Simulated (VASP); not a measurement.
Wanted: the native input for a VASP 6.6.1 run.

| Item | Value |
| --- | --- |
| Task | relaxation of the atoms |
| Functional | PBE |
| Potentials or basis | VASP PAW PBE potentials, release 64 (In, As) |
| Cutoff | 300 eV |
| k mesh | 5 × 5 × 5 |
| Occupations | gaussian, width 0.03 eV |
| Spin | no spin polarisation |
| Further INCAR settings | ALGO = Normal; EDIFF = 1e-07; IBRION = 2; EDIFFG = -0.01; NSW = 40 |

The structure of InAs lies in POSCAR:

```
InAs                                    
1.0
    0.0000000000      3.0448374967      3.0448374967
    3.0448374967      0.0000000000      3.0448374967
    3.0448374967      3.0448374967      0.0000000000
  In              As            
     1     1
Direct
     0.0000000000000000    0.0000000000000000    0.0000000000000000
     0.2500000000000000    0.2500000000000000    0.2500000000000000
```

The cell isn't the ideal one: a relaxed cell with its volume scaled by 0.94.

One way to write it, as run:

INCAR

```
ALGO     = Normal         # electronic algorithm
EDIFF    = 1E-7           # SCF threshold, eV
EDIFFG   = -0.01          # ionic threshold
ENCUT    = 300            # plane-wave cutoff, eV
GGA      = PE             # functional
IBRION   = 2              # ionic algorithm
ISIF     = 2              # what is computed and relaxed
ISMEAR   = 0              # smearing method
LASPH    = T              # aspherical terms in the spheres
LCHARG   = F              # write CHGCAR
LREAL    = F              # projectors in reciprocal space
LWAVE    = F              # write WAVECAR
NELM     = 80             # most SCF steps
NSW      = 40             # ionic steps
PREC     = Accurate       # precision mode
SIGMA    = 0.03           # smearing width, eV
```

KPOINTS

```
k-points
0
Gamma
  5 5 5
```

Potentials or basis: VASP PAW PBE potentials, release 64 (In, As).

Run with:

```sh
$ cat potpaw_PBE.64/In/POTCAR potpaw_PBE.64/As/POTCAR > POTCAR
$ mpirun -np 1 vasp_std > vasp.out
```

It gave:

The pressure after relaxing is 3.6 GPa and the band gap on the k mesh is none (metal or under the smearing width).

Caveat: the relaxation stopped at its first step, so nothing moved.

Run time: 9.5 s on 1 thread of Intel(R) Xeon(R) Platinum 8259CL CPU @ 2.50GHz (Skylake/Cascade Lake), on a shared host, peak memory 0.13 GiB.
